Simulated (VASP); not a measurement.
Set up this calculation in VASP 6.6.1, as the native input.

```yaml
Task: electric field gradients
Functional: HSE03
Potentials_or_basis: VASP PAW PBE potentials, release 64 (Rh_pv)
Cutoff: 520 eV
k_mesh: 6 × 6 × 6
Occupations: tetrahedron
Spin: no spin polarisation
Grid_for_exact_exchange_PRECFOCK: Fast
Further_INCAR_settings: ALGO = Normal; EDIFF = 1e-08
```

Rh:

```
Rh
1.0
     0.00000    1.89785    1.89785
     1.89785    0.00000    1.89785
     1.89785    1.89785    0.00000
Rh
1
Direct
  0.00000 0.00000 0.00000
```

These files were run (other wordings do the same):

POSCAR

```
Rh
1.0
    0.0000000000      1.8978500000      1.8978500000
    1.8978500000      0.0000000000      1.8978500000
    1.8978500000      1.8978500000      0.0000000000
Rh
1
Cartesian
    0.0000000000      0.0000000000      0.0000000000
```

INCAR.step1

```
SYSTEM = Rh
  PREC = Accurate
  ENCUT = 520
  ISMEAR = -5
  SIGMA = 0.05
  LREAL = .FALSE.
  LASPH = .TRUE.
  NELM = 80
  ALGO = Normal
  ISIF = 2
  LWAVE = .TRUE.
  LCHARG = .FALSE.
  GGA = PE
  EDIFF = 1E-5
```

INCAR.step2

```
SYSTEM = Rh
  PREC = Accurate
  ENCUT = 520
  EDIFF = 1E-8
  ISMEAR = -5
  SIGMA = 0.05
  LREAL = .FALSE.
  LASPH = .TRUE.
  NELM = 80
  ALGO = Normal
  ISIF = 2
  LWAVE = .FALSE.
  LCHARG = .FALSE.
  GGA = PE
  LHFCALC = .TRUE.
  HFSCREEN = 0.3
  PRECFOCK = Fast
  LEFG = .TRUE.
  ISTART = 1
```

KPOINTS

```
Automatic mesh
0
G
  6 6 6
  0 0 0
```

Potentials or basis: VASP PAW PBE potentials, release 64 (Rh_pv).

Command:

```console
$ cat potpaw_PBE.64/Rh_pv/POTCAR > POTCAR
$ cp INCAR.step1 INCAR
$ mpirun -np 1 vasp_std > vasp.out
$ cp INCAR.step2 INCAR
$ mpirun -np 1 vasp_std > vasp.out
```

Results of the run:

The pressure is 0.3 GPa. The band gap on the k mesh is none (metal or under the smearing width).

Caveat: the k mesh is coarse (spacing up to 0.48 Å⁻¹), so the values aren't converged, least of all with exact exchange; the PAW data sets were made with another functional, which shifts forces and pressure a little; tetrahedron occupations give inexact forces and stress in metals.

Wall time 13 min on 1 thread of Intel(R) Xeon(R) Platinum 8488C (Sapphire Rapids), on a shared host, peak memory 0.23 GiB.
